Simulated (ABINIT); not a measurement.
# SiC (Moissanite): one start, several treatments of the self-energy, part 2 of 2

Wanted: the gap of SiC (Moissanite) under several approximations, with cost.

ABINIT 10.8.3; PBE and many-body steps on it, plane waves. Known limits of the many-body steps: not at the basis limit.

So far. Step 5 (G0W0, Hybertsen-Louie plasmon pole): Against G0W0 in ABINIT (6×6×4 mesh, 180 bands, screening to 228.6 eV, Godby-Needs plasmon pole), the gap moves by +0.110 eV. Step 6 (G0W0, von der Linden-Horsch plasmon pole): Against G0W0 in ABINIT (6×6×4 mesh, 180 bands, screening to 228.6 eV, Godby-Needs plasmon pole), the gap moves by −0.030 eV.

## 7. G0W0, Engel-Farid plasmon pole

Level of this step: G0W0 on PBE, plane waves, norm-conserving pseudopotentials (ABINIT).

run.abi reads:

```
acell 3*1.0 Angstrom
rprim 
  3.075999999976 0.000000000005 0.000000000000
  -1.537999999993 2.663894142018 0.000000000000
  0.000000000000 0.000000000000 5.048000000000
ntypat 2
znucl 14 6
natom 4
typat 1 1 2 2
xred 
  0.333333333333 0.666666666667 0.000000000000
  0.666666666667 0.333333333333 0.500000000000
  0.333333333333 0.666666666667 0.385000000000
  0.666666666667 0.333333333333 0.885000000000
pp_dirpath "pseudos"
pseudos "Si.upf, C.upf"
ecut 37
ngkpt 6 6 4
nshiftk 1
shiftk 0 0 0
kptopt 1
chksymbreak 0
istwfk *1
occopt 1
irdwfk 1
optdriver 4
nband 180
gwcalctyp 0
ecutsigx 37
symsigma 1
nkptgw 3
kptgw 
  0.0000000000 0.0000000000 0.0000000000
  0.3333333333 0.3333333333 0.0000000000
  0.5000000000 0.0000000000 0.0000000000
bdgw 
  6 10
  7 10
  7 10
ecuteps 8.4
irdscr 1
ppmodel 4
indata_prefix "in"
outdata_prefix "out"
tmpdata_prefix "tmp"
```

The run is started by

```bash
> OMP_NUM_THREADS=1 mpirun -n 4 abinit run.abi > log
```

The program printed:

```text
.Version 10.8.3 of ABINIT. v10.8.2 released Aug 2026.

 Symmetries : space group P6_3 m c (#186); Bravais hP (primitive hexag.)
[... echo of the input left out ...]
== DATASET  1 ==================================================================
-   mpi_nproc: 4, omp_nthreads: 1 (-1 if OMP is not activated)

--- !DatasetInfo
iteration_state: {dtset: 1, }
dimensions: {natom: 4, nkpt: 21, mband: 180, nsppol: 1, nspinor: 1, nspden: 1, mpw: 3018, }
cutoff_energies: {ecut:  37.0, pawecutdg:  -1.0, }
[...]
Band     E0 <VxcDFT>   SigX SigC(E0)      Z dSigC/dE  Sig(E)    E-E0       E
[...]
9   9.734 -10.592  -6.058  -4.494   0.832  -0.202 -10.558   0.034   9.768
       10  11.338 -11.767  -6.941  -4.626   0.822  -0.217 -11.603   0.165  11.503

== END DATASET(S) ==============================================================
================================================================================

 -outvars: echo values of variables after computation  --------
           etotal      0.0000000000E+00
            nband         180
             nkpt          21
          spgroup         186
 [... the other variables as echoed above ...]

 Calculation completed.
```

Elapsed: 25 s, on 4 MPI ranks of Arm Neoverse V2, shared host; peak memory 2.1 GiB.

Numbers from this step:

- G0W0 gap on the points computed: 3.156 eV
- starting gap on the mesh: 2.329 eV
- k of the valence top: 0, 0, 0
- k of the conduction bottom: 0.3333, 0.3333, 0
- least direct G0W0 gap on the computed points: 5.137 eV

Against G0W0 in ABINIT (6×6×4 mesh, 180 bands, screening to 228.6 eV, Godby-Needs plasmon pole), the gap moves by +0.138 eV.

## 8. One-shot Hartree-Fock

This step: one-shot Hartree-Fock on PBE, plane waves, norm-conserving pseudopotentials.

run.abi, as its differences from that of step 7:

```diff
@@ -26,4 +26,4 @@
 optdriver 4
-nband 180
-gwcalctyp 0
+nband 12
+gwcalctyp 5
 ecutsigx 37
@@ -39,5 +39,4 @@
   7 10
-ecuteps 8.4
-irdscr 1
-ppmodel 4
+ixc_sigma 40
+fftgw 31
 indata_prefix "in"
```

The program printed:

```text
.Version 10.8.3 of ABINIT. v10.8.2 released Aug 2026.

 Symmetries : space group P6_3 m c (#186); Bravais hP (primitive hexag.)
[... echo of the input left out ...]
== DATASET  1 ==================================================================
-   mpi_nproc: 4, omp_nthreads: 1 (-1 if OMP is not activated)

--- !DatasetInfo
iteration_state: {dtset: 1, }
dimensions: {natom: 4, nkpt: 21, mband: 12, nsppol: 1, nspinor: 1, nspden: 1, mpw: 3018, }
cutoff_energies: {ecut:  37.0, pawecutdg:  -1.0, }
[...]
Band     E0 <VxcDFT>   SigX SigC(E0)      Z dSigC/dE  Sig(E)    E-E0       E
[...]
9   9.734 -10.592  -6.058   0.000   1.000   0.000  -6.058   4.534  14.268
       10  11.338 -11.767  -6.941   0.000   1.000   0.000  -6.941   4.827  16.165

== END DATASET(S) ==============================================================
================================================================================

 -outvars: echo values of variables after computation  --------
           etotal      0.0000000000E+00
            nband          12
             nkpt          21
          spgroup         186
 [... the other variables as echoed above ...]

 Calculation completed.
```

Elapsed: 2.5 s, on 4 MPI ranks; peak memory 0.15 GiB; 9.4 s of CPU time.

This step gave:

```
quasiparticle gap on the points computed              : 9.036 eV
starting gap on the mesh                              : 2.329 eV
k of the valence top                                  : 0, 0, 0
k of the conduction bottom                            : 0.3333, 0.3333, 0
least direct quasiparticle gap on the computed points : 11.77 eV
```

Against G0W0 in ABINIT (6×6×4 mesh, 180 bands, screening to 228.6 eV, Godby-Needs plasmon pole), the gap moves by +6.018 eV.

## 9. Screening, 6×6×4 mesh, 180 bands, screening to 228.6 eV

This step: RPA screening on PBE, plane waves, norm-conserving pseudopotentials.

run.abi, as its differences from that of step 8:

```diff
@@ -25,18 +25,13 @@
 irdwfk 1
-optdriver 4
-nband 12
-gwcalctyp 5
-ecutsigx 37
-symsigma 1
-nkptgw 3
-kptgw 
-  0.0000000000 0.0000000000 0.0000000000
-  0.3333333333 0.3333333333 0.0000000000
-  0.5000000000 0.0000000000 0.0000000000
-bdgw 
-  6 10
-  7 10
-  7 10
-ixc_sigma 40
-fftgw 31
+optdriver 3
+nband 180
+ecuteps 8.4
+inclvkb 2
+awtr 1
+symchi 1
+gwcalctyp 2
+nfreqre 16
+freqremax 40 eV
+nfreqim 8
+spmeth 0
 indata_prefix "in"
```

The program printed:

```text
.Version 10.8.3 of ABINIT. v10.8.2 released Aug 2026.

 Symmetries : space group P6_3 m c (#186); Bravais hP (primitive hexag.)
[... echo of the input left out ...]
== DATASET  1 ==================================================================
-   mpi_nproc: 4, omp_nthreads: 1 (-1 if OMP is not activated)

--- !DatasetInfo
iteration_state: {dtset: 1, }
dimensions: {natom: 4, nkpt: 21, mband: 180, nsppol: 1, nspinor: 1, nspden: 1, mpw: 3018, }
cutoff_energies: {ecut:  37.0, pawecutdg:  -1.0, }
electrons: {nelect:   1.60000000E+01, charge:   0.00000000E+00, occopt:   1.00000000E+00, tsmear:   1.00000000E-02, }

 SCREENING: Calculation of the susceptibility and dielectric matrices

 Based on a program developped by R.W. Godby, V. Olevano, G. Onida, and L. Reining.
 Incorporated in ABINIT by V. Olevano, G.-M. Rignanese, and M. Torrent.
.Using double precision arithmetic ; gwpc =  8

[... cell and pseudopotentials left out ...]
--------------------------------------------------------------------------------

 ==== K-mesh for the wavefunctions ====
 Number of points in the irreducible wedge :    21
[... list of points left out ...]
 Together with 12 symmetry operations and time-reversal symmetry
 yields   144 points in the full Brillouin Zone.

 ==== Q-mesh for the screening function ====
 Number of points in the irreducible wedge :    21
[... list of points left out ...]
 Together with 12 symmetry operations and time-reversal symmetry
 yields   144 points in the full Brillouin Zone.

 setmesh: FFT mesh size selected  =    24x   24x   40
          total number of points  =        23040

 vcoul_init : cutoff-mode = AUXILIARY_FUNCTION
 q-points for optical limit:   1
     1)      0.000010    0.000020    0.000030

- screening: taking advantage of time-reversal symmetry
- Maximum band index for partially occupied states nbvw = 8
- Remaining bands to be divided among processors   nbcw = 172
- Number of bands treated by each node ~43

 Number of electrons calculated from density =   16.0000; Expected =   16.0000
 average of density, n =  0.057319
 r_s =    1.6089
 omega_plasma =   23.0944 [eV]

 calculating chi0 at frequencies [eV] :
  1    0.000000E+00    0.000000E+00
  2    2.666667E+00    0.000000E+00
  3    5.333333E+00    0.000000E+00
[...]
23    0.000000E+00    5.881732E+01
 24    0.000000E+00    8.281543E+01

--------------------------------------------------------------------------------
  q-point number  1        q = ( 0.000000, 0.000000, 0.000000) [r.l.u.]
--------------------------------------------------------------------------------
[... chi0 elements left out ...]
  [... further frequencies ...]

 No. of calculated frequencies >  15, stop printing
 For q-point:  0.000010 0.000020 0.000030
  dielectric constant =   6.8425
  dielectric constant without local fields =   7.4944

  Average fulfillment of the sum rule on Im[epsilon] for q-point    1 :     91.89  [%]
[... wings left out ...]
  q-point number  2        q = ( 0.166667, 0.000000, 0.000000) [r.l.u.]
--------------------------------------------------------------------------------
[... chi0 elements left out ...]
  [... further frequencies ...]

 No. of calculated frequencies >  15, stop printing
  Average fulfillment of the sum rule on Im[epsilon] for q-point    2 :     95.03  [%]

 [... 19 further q-points ...]
```

Run time: 35 min. Hardware: 4 MPI ranks; peak memory 2.2 GiB; 2.3 h of CPU time.

This step gave:

- ε∞ with local fields, on this mesh, along the program's q direction: 6.843
- the same without local fields: 7.494
- plasma frequency: 23.09 eV
- plane waves in the screening matrix: 313

## 10. G0W0, contour deformation

This step: G0W0 on PBE, plane waves, norm-conserving pseudopotentials.

run.abi, as its differences from that of step 9:

```diff
@@ -25,13 +25,18 @@
 irdwfk 1
-optdriver 3
+optdriver 4
 nband 180
+gwcalctyp 2
+ecutsigx 37
+symsigma 1
+nkptgw 3
+kptgw 
+  0.0000000000 0.0000000000 0.0000000000
+  0.3333333333 0.3333333333 0.0000000000
+  0.5000000000 0.0000000000 0.0000000000
+bdgw 
+  6 10
+  7 10
+  7 10
 ecuteps 8.4
-inclvkb 2
-awtr 1
-symchi 1
-gwcalctyp 2
-nfreqre 16
-freqremax 40 eV
-nfreqim 8
-spmeth 0
+irdscr 1
 indata_prefix "in"
```

The program printed:

```text
.Version 10.8.3 of ABINIT. v10.8.2 released Aug 2026.

 Symmetries : space group P6_3 m c (#186); Bravais hP (primitive hexag.)
[... echo of the input left out ...]
== DATASET  1 ==================================================================
-   mpi_nproc: 4, omp_nthreads: 1 (-1 if OMP is not activated)

--- !DatasetInfo
iteration_state: {dtset: 1, }
dimensions: {natom: 4, nkpt: 21, mband: 180, nsppol: 1, nspinor: 1, nspden: 1, mpw: 3018, }
cutoff_energies: {ecut:  37.0, pawecutdg:  -1.0, }
[...]
Band     E0 <VxcDFT>   SigX SigC(E0)      Z dSigC/dE  Sig(E)    E-E0       E
[...]
10  11.338 -11.767  -6.941  -4.390   0.804  -0.243 -11.416   0.352  11.689
       10   0.000   0.000   0.000   0.000   0.000   0.000   0.000   0.000   0.000

== END DATASET(S) ==============================================================
================================================================================

 -outvars: echo values of variables after computation  --------
           etotal      0.0000000000E+00
            nband         180
             nkpt          21
          spgroup         186
 [... the other variables as echoed above ...]

 Calculation completed.
```

The job ended after 57 s (4 MPI ranks; peak memory 3.3 GiB).

Numbers from this step:

```yaml
g0w0_gap_on_the_points_computed: 3.091 eV
starting_gap_on_the_mesh: 2.329 eV
k_of_the_valence_top: 0, 0, 0
k_of_the_conduction_bottom: 0.3333, 0.3333, 0
least_direct_g0w0_gap_on_the_computed_points: 5.071 eV
```

Against G0W0 in ABINIT (6×6×4 mesh, 180 bands, screening to 228.6 eV, Godby-Needs plasmon pole), the gap moves by +0.073 eV.

## 11. Screening, 6×6×4 mesh, 180 bands, screening to 228.6 eV

This step: RPA screening on PBE, plane waves, norm-conserving pseudopotentials.

run.abi, as its differences from that of step 10:

```diff
@@ -25,18 +25,11 @@
 irdwfk 1
-optdriver 4
+optdriver 3
 nband 180
-gwcalctyp 2
-ecutsigx 37
-symsigma 1
-nkptgw 3
-kptgw 
-  0.0000000000 0.0000000000 0.0000000000
-  0.3333333333 0.3333333333 0.0000000000
-  0.5000000000 0.0000000000 0.0000000000
-bdgw 
-  6 10
-  7 10
-  7 10
 ecuteps 8.4
-irdscr 1
+inclvkb 2
+awtr 1
+symchi 1
+gwcalctyp 1
+nfreqre 0
+nfreqim 16
 indata_prefix "in"
```

The program printed:

```text
.Version 10.8.3 of ABINIT. v10.8.2 released Aug 2026.

 Symmetries : space group P6_3 m c (#186); Bravais hP (primitive hexag.)
[... echo of the input left out ...]
== DATASET  1 ==================================================================
-   mpi_nproc: 4, omp_nthreads: 1 (-1 if OMP is not activated)

--- !DatasetInfo
iteration_state: {dtset: 1, }
dimensions: {natom: 4, nkpt: 21, mband: 180, nsppol: 1, nspinor: 1, nspden: 1, mpw: 3018, }
cutoff_energies: {ecut:  37.0, pawecutdg:  -1.0, }
[...]
No. of calculated frequencies >  15, stop printing
 For q-point:  0.000010 0.000020 0.000030
  dielectric constant =   6.8425
  dielectric constant without local fields =   7.4944

  Average fulfillment of the sum rule on Im[epsilon] for q-point    1 :     91.89  [%]
[... wings left out ...]
  q-point number  2        q = ( 0.166667, 0.000000, 0.000000) [r.l.u.]
--------------------------------------------------------------------------------
[... chi0 elements left out ...]
  [... further frequencies ...]

 No. of calculated frequencies >  15, stop printing
  Average fulfillment of the sum rule on Im[epsilon] for q-point    2 :     95.03  [%]

 [... 19 further q-points ...]
```

It took 19 min on 4 MPI ranks; peak memory 2.2 GiB.

This step gave:

```
ε∞ with local fields, on this mesh, along the program's q direction : 6.843
the same without local fields                                       : 7.494
plasma frequency                                                    : 23.09 eV
plane waves in the screening matrix                                 : 313
```

## 12. G0W0, analytic continuation

This step: G0W0 on PBE, plane waves, norm-conserving pseudopotentials.

run.abi, as its differences from that of step 11:

```diff
@@ -25,11 +25,20 @@
 irdwfk 1
-optdriver 3
+optdriver 4
 nband 180
+gwcalctyp 1
+ecutsigx 37
+symsigma 1
+nkptgw 3
+kptgw 
+  0.0000000000 0.0000000000 0.0000000000
+  0.3333333333 0.3333333333 0.0000000000
+  0.5000000000 0.0000000000 0.0000000000
+bdgw 
+  6 10
+  7 10
+  7 10
 ecuteps 8.4
-inclvkb 2
-awtr 1
-symchi 1
-gwcalctyp 1
-nfreqre 0
-nfreqim 16
+irdscr 1
+nomegasi 12
+omegasimax 25 eV
 indata_prefix "in"
```

The program printed:

```text
.Version 10.8.3 of ABINIT. v10.8.2 released Aug 2026.

 Symmetries : space group P6_3 m c (#186); Bravais hP (primitive hexag.)
[... echo of the input left out ...]
== DATASET  1 ==================================================================
-   mpi_nproc: 4, omp_nthreads: 1 (-1 if OMP is not activated)

--- !DatasetInfo
iteration_state: {dtset: 1, }
dimensions: {natom: 4, nkpt: 21, mband: 180, nsppol: 1, nspinor: 1, nspden: 1, mpw: 3018, }
cutoff_energies: {ecut:  37.0, pawecutdg:  -1.0, }
[...]
Band     E0 <VxcDFT>   SigX SigC(E0)      Z dSigC/dE  Sig(E)    E-E0       E
[...]
10   3.035 -11.767  -6.941  -4.457   0.801  -0.249 -11.472   0.295   3.330
       10   0.000   0.000   0.000  -0.026  -0.016  -0.026  -0.028  -0.028  -0.028

== END DATASET(S) ==============================================================
================================================================================

 -outvars: echo values of variables after computation  --------
           etotal      0.0000000000E+00
            nband         180
             nkpt          21
          spgroup         186
 [... the other variables as echoed above ...]

 Calculation completed.
```

It took 60 s on 4 MPI ranks; peak memory 2.9 GiB; 4 min of CPU time.

Numbers from this step:

```
G0W0 gap on the points computed              : 3.100 eV
starting gap on the mesh                     : 2.329 eV
k of the valence top                         : 0, 0, 0
k of the conduction bottom                   : 0.3333, 0.3333, 0
least direct G0W0 gap on the computed points : 5.136 eV
```

Against G0W0 in ABINIT (6×6×4 mesh, 180 bands, screening to 228.6 eV, Godby-Needs plasmon pole), the gap moves by +0.082 eV.

## 13. The runs together

Times are wall times on 4 MPI ranks of Arm Neoverse V2, shared host, good to a factor of about two. A run's time includes the screening step that it read.

```csv
run,mesh,bands,screening cutoff (eV),DFT gap (eV),gap on the mesh (eV),direct (eV),ε∞ used,time
"G0W0, Godby-Needs plasmon pole",6×6×4,180,228.6,2.329,3.018,5.014,6.84,5.8 min
"G0W0, Hybertsen-Louie plasmon pole",6×6×4,180,228.6,2.329,3.128,5.142,6.84,5.7 min
"G0W0, von der Linden-Horsch plasmon pole",6×6×4,180,228.6,2.329,2.988,5.008,6.84,5 min
"G0W0, Engel-Farid plasmon pole",6×6×4,180,228.6,2.329,3.156,5.137,6.84,5 min
one-shot Hartree-Fock,6×6×4,-,-,2.329,9.036,11.771,-,2.5 s
"G0W0, contour deformation",6×6×4,180,228.6,2.329,3.091,5.071,6.84,35 min
"G0W0, analytic continuation",6×6×4,180,228.6,2.329,3.100,5.136,6.84,20 min
```

## 14. Summary of results

- G0W0, Godby-Needs plasmon pole: 3.018 eV
- G0W0, Hybertsen-Louie plasmon pole: 3.128 eV
- G0W0, von der Linden-Horsch plasmon pole: 2.988 eV
- G0W0, Engel-Farid plasmon pole: 3.156 eV
- one-shot Hartree-Fock: 9.036 eV
- G0W0, contour deformation: 3.091 eV
- G0W0, analytic continuation: 3.100 eV
- known limits: not at the basis limit

G0W0, Hybertsen-Louie plasmon pole: +0.110 eV against G0W0, Godby-Needs plasmon pole. G0W0, von der Linden-Horsch plasmon pole: −0.030 eV against G0W0, Godby-Needs plasmon pole. G0W0, Engel-Farid plasmon pole: +0.138 eV against G0W0, Godby-Needs plasmon pole. One-shot Hartree-Fock: +6.018 eV against G0W0, Godby-Needs plasmon pole. G0W0, contour deformation: +0.073 eV against G0W0, Godby-Needs plasmon pole. G0W0, analytic continuation: +0.082 eV against G0W0, Godby-Needs plasmon pole. Bare exchange alone opens the gap to 9.04 eV; against G0W0, correlation takes back 6.02 eV. Against experiment, by G0W0, Godby-Needs plasmon pole: the gap of 3.02 eV lies −0.31 eV from the measured 3.33 eV (kind not stated, quoted 2020). These are gaps on the mesh, at modest bands and cutoff. The calculation has static nuclei and no excitons; a measured gap holds zero-point and thermal motion, which mostly lowers it. Bands and cutoff are finite, so the gap is not at the basis limit. The miss can reach some tenths of an eV and take either sign; the mesh is an error of its own. In the G0W0 runs levels were corrected at 3 k points alone, so a gap called «on the mesh» is the least over those, and an edge elsewhere would be missed.

[Paths, hosts, dates, memory and timing lines, banners, echoed tables and standing remarks are left out of the program output.]

[Logs are printed without paths, hosts, clocks, repeated set-up lines and the standing remarks that a program may print on its own settings, such as how far it seeks lower states.]

[Runs of the session that timed out or met a known fault of the program may be left out.]

[Hosts, paths, dates, database ids (printed as entryN), source tags and the programs' standing remarks are cut or masked in the printed files.]

[G0W0 gaps are taken among the corrected bands and points alone; a level outside them can change the order at an edge.]

[Where Ansatz stands beside ABINIT at settings called matched, ABINIT's density can come from a denser mesh and the files from another edition; pairs whose starting gaps differed by over 0.03 eV were left out, so agreement reads better than it is.]
